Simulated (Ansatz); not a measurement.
The system is PbS.

```
Pb S
1.0
     2.07995   -5.99130    0.00000
     2.07995    5.99130    0.00000
     0.00000    0.00000    4.27932
Pb S
2 2
Cartesian
  2.0800 4.4268 1.0698
  2.0800 -4.4268 3.2095
  2.0800 1.7399 1.0698
  2.0800 -1.7399 3.2095
```

Measurements of this composition are mostly on another form, of space group No. 225.

- Program: Ansatz 0.2.0
- Task: single point
- Functional: PBE
- Potentials or basis: all-electron LAPW, scalar-relativistic
- Cutoff: 219 eV (chosen from the basis error)
- Basis error allowed: 0.001 eV/atom
- k mesh: 7 × 7 × 6
- Occupations: fermi-dirac, width 0.05 eV
- Spin: no spin polarisation

On this cell: pressure 1.1 GPa; largest force 0.101 eV/Å; band gap on the k mesh 1.25 eV, indirect (least direct gap 1.43 eV).

The same run follows on a disturbed copy (atoms moved at random, drawn with an rms of 0.05 Å):

```xyz
4
Lattice="2.0800 -5.9913 0.0000 2.0800 5.9913 0.0000 0.0000 0.0000 4.2793" Properties=species:S:1:pos:R:3 pbc="T T T"
Pb    2.1117    4.4658    1.0638
Pb    2.0495   -4.4220    3.2216
S     2.1410    1.7995    1.0576
S     2.0514   -1.7384    3.2188
```

Q: What changes?

A: The energy moves by +3.5 meV/atom; pressure 1.2 GPa; largest force 0.273 eV/Å; band gap on the k mesh 1.23 eV, indirect (least direct gap 1.47 eV).

Forces on the atoms (eV/Å):
```
Pb  -0.033  0.114  0.016
Pb   0.047 -0.036 -0.019
S   -0.140 -0.232  0.035
S    0.127  0.154 -0.032
```

Stress tensor (GPa, compression positive):
```
 1.00  0.11 -0.07
 0.11  1.75 -0.08
-0.07 -0.08  0.86
```

Caveats: spin-orbit coupling is left out, which as a rule narrows the gap of such compounds by several tenths of an eV; an odd mesh through Γ misses points on the zone boundary, where band edges often lie.
